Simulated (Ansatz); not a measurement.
TiC:

```
CELL_PARAMETERS angstrom
3.04209 0.00000 0.00000
-1.52104 2.63452 0.00000
0.00000 0.00000 2.69797
ATOMIC_POSITIONS crystal
Ti 0.00000 0.00000 0.50000
C 0.33333 0.66667 0.00000
```

The cell was built by a generator and needn't be a form met in nature.

Base run:

| Property | Result |
| --- | --- |
| Program | Ansatz 0.2.0 |
| Functional | PBEsol |
| Potentials or basis | Ansatz PAW |
| Cutoff | 420 eV (not typed: the program's choice for these potentials) |
| k mesh | 10 × 10 × 10 |
| Occupations | fermi-dirac, width 0.05 eV |
| Spin | no spin polarisation |

Its results: band gap on the k mesh none (metal or under the smearing width); pressure -6.1 GPa.

Question: After a change of settings the same cell gave: band gap on the k mesh 0.25 eV, indirect (least direct gap 0.41 eV); pressure 0.0 GPa. Which change was it?
A. functional from PBEsol to LDA; hubbard terms from none to Ti d U = 3 eV; hubbard projectors from none to ortho-atomic (the default)
B. functional from PBEsol to PBE; k mesh from 10 × 10 × 10 to 6 × 6 × 6
C. functional from PBEsol to PBE; cutoff from 420 eV (not typed: the program's choice for these potentials) to 500 eV
D. functional from PBEsol to PBE

Answer: B.

Caveats: the PAW data sets come from PBE, with cores solved anew for the run's functional, which leaves a small shift of forces and pressure (some runs).
